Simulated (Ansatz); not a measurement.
## KCl: response to strain

The parent structure is KCl in the rock salt structure (space group Fm-3m, No. 225; a = 6.3814 Å).

Strains are applied to the cell and any free atomic positions relax.

The values are results of PBE in Ansatz (plane waves to 420 eV, PAW, scalar-relativistic without spin-orbit coupling), not measurements.

```json
[
 {"isotropic strain (%)": "-3", "band gap (eV)": "5.37"},
 {"isotropic strain (%)": "-2", "band gap (eV)": "5.25"},
 {"isotropic strain (%)": "-1", "band gap (eV)": "5.15"},
 {"isotropic strain (%)": "-0.5", "band gap (eV)": "5.10"},
 {"isotropic strain (%)": "0", "band gap (eV)": "5.05"},
 {"isotropic strain (%)": "1", "band gap (eV)": "4.95"},
 {"isotropic strain (%)": "1.5", "band gap (eV)": "?"},
 {"isotropic strain (%)": "2", "band gap (eV)": "4.86"},
 {"isotropic strain (%)": "2.5", "band gap (eV)": "4.81"}
]
```

Task: Fit E_g = E₀ + Dε (ε in %) to the rows shown and predict the withheld row.

Result: Least squares on the printed values gives E₀ = 5.05 eV, D = -100 meV per % of strain (largest residual 0.01 eV); this predicts 4.90 eV, and the run gives 4.90 eV, in agreement.

No phonon test of stability was made.

Ansatz is a first-principles code.
